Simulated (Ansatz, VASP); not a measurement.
BN (Qingsongite) in VASP and in Ansatz

File POSCAR:

```
BN
1.0
    0.0000000000      1.8226952699      1.8226952699
    1.8226952699      0.0000000000      1.8226952699
    1.8226952699      1.8226952699      0.0000000000
B N
1 1
Direct
    0.0000000000      0.0000000000      0.0000000000
    0.2500000000      0.2500000000      0.2500000000
```

File INCAR.step1:

```
PREC     = Accurate       # precision mode
ENCUT    = 520            # plane-wave cutoff, eV
ISMEAR   = 0              # smearing method
SIGMA    = 0.01           # smearing width, eV
LREAL    = F              # projectors in reciprocal space
LASPH    = T              # aspherical terms in the spheres
NELM     = 60             # most SCF steps
NBANDS   = 11             # bands
GGA      = PE             # functional
ALGO     = Normal         # electronic algorithm
EDIFF    = 1E-4           # SCF threshold, eV
LWAVE    = T              # write WAVECAR
LCHARG   = F              # write CHGCAR
```

The input INCAR.step2:

```
PREC     = Accurate       # precision mode
ENCUT    = 520            # plane-wave cutoff, eV
EDIFF    = 1E-6           # SCF threshold, eV
ISMEAR   = 0              # smearing method
SIGMA    = 0.01           # smearing width, eV
LREAL    = F              # projectors in reciprocal space
LASPH    = T              # aspherical terms in the spheres
NELM     = 60             # most SCF steps
ALGO     = Normal         # electronic algorithm
ISIF     = 2              # what is computed and relaxed
LWAVE    = F              # write WAVECAR
LCHARG   = F              # write CHGCAR
METAGGA  = R2SCAN         # meta-GGA
LMIXTAU  = T            
NBANDS   = 11             # bands
ISTART   = 1
```

File KPOINTS:

```
regular mesh
0
Gamma
  10 10 10
```

Input for Ansatz:

```yaml
crystal:
  lattice:
    - [0.0, 1.8226952699, 1.8226952699]
    - [1.8226952699, 0.0, 1.8226952699]
    - [1.8226952699, 1.8226952699, 0.0]
  atoms:
    - { symbol: B, position: [0.0, 0.0, 0.0] }
    - { symbol: "N", position: [0.25, 0.25, 0.25] }
kpoints:
  mp_grid: { grid: [10, 10, 10] }
hamiltonian:
  xc: r2scan
scf:
  occupations: { method: fixed }
  n_extra_bands: 4
output:
  forces: true
  stress: true
  eigenvalues: true
```

Alike in both runs: task single point; functional r2SCAN; k mesh 10 × 10 × 10; no spin polarisation.

|  | VASP | Ansatz |
| --- | --- | --- |
| version | VASP 6.6.1 | Ansatz 0.2.0 |
| potentials or method | VASP PAW PBE potentials, release 64 (B, N) | plane waves, PAW |
| plane-wave cutoff (eV) | 520 | 500 |
| occupations | gaussian, width 0.01 eV | fixed |
| valence electrons in the cell | 8 | 8 |

Ansatz gave:

| Quantity | Value |
| --- | --- |
| gap on the k mesh at the Fermi level (eV) | 4.96 |
| pressure (GPa) | -10.9 |

Task: Which values does VASP return?

Result: gap on the k mesh at the Fermi level (eV): 4.94; pressure (GPa): -9.9.

Caveats: the PAW data sets were made with another functional, which shifts forces and pressure a little (VASP). A k mesh can miss the band edges. r2SCAN opens gaps a little over a GGA but as a rule still falls short of measured ones.
